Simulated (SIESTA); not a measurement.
Write the native input for SIESTA 5.4.2 that does the following.

- Task: relaxation of the atoms
- Functional: LDA-PZ
- Potentials or basis: PseudoDojo 0.4 standard (LDA files)
- Basis: SZ (energy shift 0.01 Ry)
- Grid cutoff: 500 Ry
- Energy shift: 0.01 Ry
- k mesh: 9 × 9 × 9
- Occupations: fermi-dirac, width 0.05 eV
- Spin: no spin polarisation
- optimiser: CG
- force tolerance: 0.02 eV/Å

Crystal: Sn.

```
Sn
1.0
    -2.94014    2.94014    1.59930
     2.94014   -2.94014    1.59930
     2.94014    2.94014   -1.59930
Sn
2
Direct
  0.00000 0.00000 0.00000
  0.75000 0.25000 0.50000
```

These files were run (other wordings do the same):

Sn.fdf

```
SystemName                      Sn
SystemLabel                     Sn
NumberOfSpecies                 1
NumberOfAtoms                   2
%block ChemicalSpeciesLabel
  1  50 Sn
%endblock ChemicalSpeciesLabel

UseStructFile                   true

%block kgrid.MonkhorstPack
    9   0   0  0.0
    0   9   0  0.0
    0   0   9  0.0
%endblock kgrid.MonkhorstPack
XC.Functional                   LDA
XC.Authors                      PZ
PAO.BasisSize                   SZ
PAO.EnergyShift                 0.01 Ry
Mesh.Cutoff                     500 Ry
OccupationFunction              FD
ElectronicTemperature           0.05 eV
MaxSCFIterations                120
SCF.MustConverge                false
SCF.Mixer.Method                Pulay
SCF.Mixer.Weight                0.25
SCF.Mixer.History               8
SCF.DM.Tolerance                5.0e-05
SCF.H.Tolerance                 1.0e-03 eV
WriteForces                     true
Charge.Mulliken                 end
Charge.Hirshfeld                end
Charge.Voronoi                  end
SaveRho                         true
SaveElectrostaticPotential      true
MD.TypeOfRun                    CG
MD.Steps                        40
MD.MaxForceTol                  0.02 eV/Ang
MD.MaxDispl                     0.1 Ang
WriteCoorStep                   true
AtomCoorFormatOut               Fractional
```

Sn.STRUCT_IN

```
  -2.9401404553     2.9401404553     1.5993019889
   2.9401404553    -2.9401404553     1.5993019889
   2.9401404553     2.9401404553    -1.5993019889
2
1  50    0.0000000000     0.0000000000     0.0000000000
1  50    0.7500000000     0.2500000000     0.5000000000
```

Potentials or basis: PseudoDojo 0.4 standard (LDA files), SZ (energy shift 0.01 Ry).

The run is started by

```bash
$ siesta < Sn.fdf > Sn.out 2>&1
```

Results of the run:

The pressure after relaxing is -1.0 GPa and the band gap on the k mesh is none (metal or under the smearing width).

Caveat: the basis has no polarisation orbitals; the relaxation stopped at its first step, so nothing moved; the basis of atomic orbitals isn't converged, which shifts pressures, moduli and gaps.

Wall time 7.5 s on 1 thread of Arm Neoverse V2, with other jobs on the host, peak memory 0.23 GiB.
